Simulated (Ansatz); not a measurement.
## Ionic part of the dielectric constant of Na2S at 25 GPa, mode by mode

Theory: DFT PBE, scalar-relativistic, plane waves, PAW (Ansatz). Cutoff 420 eV, 8×8×8 k-points (Γ-centred), fixed occupations. No spin polarisation. Phonons by linear response, acoustic sum rule imposed.

It takes space group Fm-3m (No. 225, cubic). The conventional cell has a = 5.774 Å, b = 5.774 Å, c = 5.774 Å, α = 90.00°, β = 90.00°, γ = 90.00°. Around Na (site symmetry -43m) lie 4 S at 2.50 Å. S (site symmetry m-3m) has 8 Na at 2.50 Å as nearest neighbours.

Other phases may be more stable at this pressure.

The primitive cell has V = 48.12 Å³ and ε∞,zz = 3.509. Each polar mode adds Δε = (4.92064×10⁷/V)·S/ν² along z, with S its oscillator strength in e²/amu, ν in cm⁻¹ and V in Å³.

Question: From these modes, find each Δε and ε0,zz.
| ν (cm⁻¹) | S_zz (e²/amu) |
| --- | --- |
| 376.1 | 0.147 |

Answer:
| ν (cm⁻¹) | Δε |
| --- | --- |
| 376.1 | 1.06 |

The sum is 1.063, so ε0,zz = 4.57; the run's tensor has 4.57.

Question: Where do the longitudinal modes lie for a wave vector along z?

Answer: At 429 cm⁻¹. The Lyddane–Sachs–Teller product Π(ν_LO/ν_TO)² = 1.30 matches ε0/ε∞ = 1.30.

Cost: 1 run of about 1.1 core-minutes, on Arm Neoverse V2 (shared hosts).